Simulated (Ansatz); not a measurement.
The system is KBr.

```
CELL_PARAMETERS angstrom
0.00000 3.30000 3.30000
3.30000 0.00000 3.30000
3.30000 3.30000 0.00000
ATOMIC_POSITIONS crystal
Br 0.50000 0.50000 0.50000
K 0.00000 0.00000 0.00000
```

Base run:

```yaml
Program: Ansatz 0.2.0
Functional: HSE06 form with a typed share of exact exchange
Potentials_or_basis: Ansatz PAW
Cutoff: "420 eV (not typed: the program's choice for these potentials)"
k_mesh: 4 × 4 × 4
Occupations: fermi-dirac, width 0.05 eV
Spin: no spin polarisation
```

Its results: band gap on the k mesh 5.38 eV, direct; pressure 0.5 GPa.

Problem. After a change of settings the same cell gave: band gap on the k mesh 4.91 eV, direct; pressure 0.5 GPa. Which change was it?
A. screening (1/å) from 0.3 to 0.4
B. screening (1/å) from 0.3 to 0.6
C. screening (1/å) from 0.3 to 0.2; share of exact exchange from 0.25 to 0.4
D. screening (1/å) from 0.3 to 0.2

Solution. B.

Caveats: the PAW data sets come from PBE, with cores solved anew for the run's functional, which leaves a small shift of forces and pressure; the thresholds are loose for stress.
